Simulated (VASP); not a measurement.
Runs of VASP 6.6.1 on C. The structure is cubic, space group Fd-3m (No. 227). The conventional cell has a = 3.567 Å, b = 3.567 Å, c = 3.567 Å, α = 90.00°, β = 90.00°, γ = 90.00°. C (site symmetry -43m) has 4 C at 1.54 Å as nearest neighbours. This isn't the form of C at room conditions, which is graphite.

```csv
task,level,cell,cutoff (eV),gap on the mesh (eV),pressure (GPa),relaxed volume (Å³/atom)
relaxation of cell and atoms,rev-vdW-DF2,relaxed,600,4.18,0.0,(b)
band structure,rev-vdW-DF2,as given,520,4.18,0.6,-
relaxation of cell and atoms,r2SCAN+rVV10,relaxed,600,4.31,0.0,5.63
relaxation of cell and atoms,PBEsol,relaxed,600,4.03,0.0,(a)
relaxation of cell and atoms,PBE+D3(BJ),relaxed,600,4.15,0.0,5.63
```

Alike in all rows: potentials or basis VASP PAW PBE potentials, release 64 (C); no spin polarisation; k mesh 14 × 14 × 14; smearing gaussian 0.03 eV.

Question: Fill in the values left out.

Answer: (a) 5.62; (b) 5.67.

Caveats: the PAW data sets were made with another functional, which shifts forces and pressure a little (some runs).

A k mesh can miss the band edges.

Not every run made on this cell is shown here.
